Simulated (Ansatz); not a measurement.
RbBr built on the h-MgO prototype, relaxed with r2SCAN, was run in the PAW code Ansatz under altered settings. All numbers are computed, without spin polarisation but where a row says otherwise.

```
CELL_PARAMETERS angstrom
5.88999 0.00000 0.00000
-2.94499 5.10088 0.00000
0.00000 0.00000 6.86978
ATOMIC_POSITIONS crystal
Rb 0.33333 0.66667 0.25000
Rb 0.66667 0.33333 0.75000
Br 0.66667 0.33333 0.25000
Br 0.33333 0.66667 0.75000
```

The base run's other keys:
```yaml
kpoints:
  mp_grid: { grid: [3, 3, 2] }
hamiltonian:
  xc: hse06
scf:
  occupations: { method: fixed }
  n_extra_bands: 5
```

It takes 11 iterations with 4019 plane waves at 420 eV and 6 k points, and leaves a mean stress of +0.18 GPa. The gap over this mesh is 5.166 eV. It ran on 4 threads of Arm Neoverse N1, on a shared host.

Outcomes, with energy and stress as changes against the base:
```
                                  setting    outcome  ΔF (meV/atom)  Δ mean stress (GPa)  gap on the mesh (eV)  iterations  wall time
PBE hybrid, exx coeff 0.15, omega 0.3 1/Å  converged              –                 +0.1                 4.585          10       20 s
                hamiltonian.xc: cam_b3lyp  converged              –                  0.0                 7.810          13       28 s
              scf.occupations: cold 0.001  converged            0.0                  0.0                 5.166          12       21 s
```
A dash marks a value that wasn't obtained or can't be compared. Stress is positive in compression. The base took 20 s. The base's mesh is coarse for a hybrid, so its own values aren't converged.

- PBE hybrid, exx coeff 0.15, omega 0.3 1/Å. That is 15 % exact exchange, screened with ω = 0.3 1/Å, against HSE06's 25 % screened at 0.208 1/Å. The mean stress moves by +0.1 GPa and the gap on the mesh by -0.581 eV (to 4.585). Totals of different functionals aren't comparable.
- hamiltonian.xc: cam_b3lyp. The mean stress moves by 0.0 GPa and the gap on the mesh by +2.644 eV (to 7.810). It's another functional on the same cell, so totals aren't comparable.

Within 1 meV an atom, 0.1 GPa and 0.005 eV of the base stay: scf.occupations: cold 0.001.

Spin-orbit coupling is left out.

The program warns that its thresholds are loose for a hybrid's stress.

The meshes of the hybrids are coarse, so their gaps aren't converged to the digits shown.
